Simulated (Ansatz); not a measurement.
The cell below belongs to a search over invented structures; it isn't taken from experiment.

Input and command of a plane-wave DFT calculation in Ansatz:

```yaml
crystal:
  lattice:
    - [4.2962492581, 0.0, 0.0]
    - [0.0, 5.3450384062, 0.0]
    - [0.0, 0.0, 3.64987283]
  atoms:
    - { symbol: Ag, position: [0.0, 0.0, 0.0] }
    - { symbol: Ag, position: [0.5, 0.5, 0.5] }
    - { symbol: O, position: [0.8689000512, 0.5783070356, 0.0] }
    - { symbol: O, position: [0.1310999488, 0.4216929644, 0.0] }
    - { symbol: O, position: [0.3689000512, 0.9216929644, 0.5] }
    - { symbol: O, position: [0.6310999488, 0.0783070356, 0.5] }
basis:
  ecutwfc: 420
kpoints:
  mp_grid: { grid: [8, 6, 10] }
hamiltonian:
  xc: pbe
scf:
  occupations: { method: gaussian, width: 0.1 }
output:
  forces: true
  stress: true
  eigenvalues: true
relax:
  adjacent_minimum: "off"
  f_tol: 0.01
  max_steps: 30
  cell: { stress_tol: 0.1, fix: [volume] }
```

```bash
ansatz run input.yaml --threads 1 --pin off --max-ram 2560MiB --backend cpu --events-out ev --progress --plain --runs-dir out
```

Processor: Intel(R) Xeon(R) 6975P-C (Granite Rapids), 1 thread, on a host shared with other jobs.

Task: Estimate time, memory and problem size.

Result: About 80 s, peak memory 0.59 GiB. It solves 38 bands at 120 k points (after reduction by symmetry) with about 1623 plane waves, in 41 SCF iterations over 8 ionic steps.
